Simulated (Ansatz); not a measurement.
ZnTe (within 0.1 Å of F-43m, No. 216, 6 atoms in the cell; start mp-571195), treated with r²SCAN0 in Ansatz (PAW).

Run with plane-wave cutoff 520 eV, 6×6×2 k mesh (along the axes of the cell as run), Fermi–Dirac smearing 0.01 eV, scalar-relativistic PAW data made under PBE.

Cell (relaxed at this level):

Space group F-43m (No. 216); a = b = c = 6.109 Å, α = β = γ = 90.00°

```json
[
 {"atom": "Zn", "site": "4d", "symmetry": "-43m", "x": "0.7500", "y": "0.7500", "z": "0.7500"},
 {"atom": "Te", "site": "4b", "symmetry": "-43m", "x": "0.5000", "y": "0.5000", "z": "0.5000"}
]
```
(The calculation used a cell of 6 atoms; values per cell refer to that cell.)

Question: Give the computed band gap.

Answer: 
- band gap = 3.20 eV (on the SCF k mesh)

Spin–orbit coupling is not included; with these elements it can move the gap by several tenths of an eV or more.

Static lattice: no zero-point or thermal effects.

A start named mp-… is a Materials Project structure, which need not be a measured phase.

Ansatz is a first-principles code.
